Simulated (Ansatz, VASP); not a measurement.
One calculation of SnSe, two programs

```
Sn Se
1.0
     4.28533    0.00000    0.00000
     0.00000    4.28533    0.00000
     0.00000    0.00000   10.99069
Sn Se
2 2
Direct
  0.50000 0.00000 0.37223
  0.00000 0.50000 0.62777
  0.50000 0.00000 0.61604
  0.00000 0.50000 0.38396
```

Alike in both runs: task single point; functional r2SCAN; k mesh 6 × 6 × 2; no spin polarisation.

|  | VASP | Ansatz |
| --- | --- | --- |
| version | VASP 6.6.1 | Ansatz 0.2.0 |
| potentials or method | VASP PAW PBE potentials, release 64 (Sn_d, Se) | plane waves, PAW |
| plane-wave cutoff (eV) | 520 | 500 |
| occupations | gaussian, width 0.1 eV | gaussian |
| valence electrons in the cell | 40 | 60 |

```csv
,VASP,Ansatz,Ansatz less VASP
rms of the force components (eV/Å),0.007,0.006,-0.0009
```

Atom by atom the forces differ by 0.008 eV/Å (rms over components). The two sets of potentials don't hold the same shells in valence.

Caveats: the PAW data sets were made with another functional, which shifts forces and pressure a little (VASP).
